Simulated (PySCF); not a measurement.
Trends in electronic spectra. Level of theory: TDDFT wB97X-D/def2-SVPD, vertical, gas phase, core orbitals frozen in the response in PySCF 2.14.0, density-fitted response routines. Geometries: GFN2-xTB; one conformer of each isolated species. Triplets are in the Tamm–Dancoff approximation. Ions are computed without counter-ions or solvent.

Problem. Rank by computed lowest singlet excitation energy, highest first.
A. `[SiH3]SC1=CC=NC=C1`
B. `CC(C)=O`
C. `C1=C[CH+]CC=C1`
D. `Fc1ccnnc1F`

Solution. A (5.13 eV), B (4.55 eV), C (4.15 eV), D (3.91 eV).

```tsv
SMILES	S1 (eV)	gap (eV)	T1 (eV)	first f ≥ 0.01 (nm)	HOMO (eV)	S1 mainly
[SiH3]Sc1ccncc1	5.13	9.46	4.16	225	-8.71	H-1→L (96%)
CC(C)=O	4.55	10.68	4.01	171	-9.23	H→L (98%)
C1=C[CH+]CC=C1	4.15	8.26	2.44	298	-15.09	H→L (98%)
Fc1ccnnc1F	3.91	9.17	3.16	218	-9.39	H→L (98%)
```

H and L stand for HOMO and LUMO.

Mean S1 by what the SMILES shows (count): an aromatic ring 4.52 eV (2); a double or triple bond but no aromatic ring 4.35 eV (2).
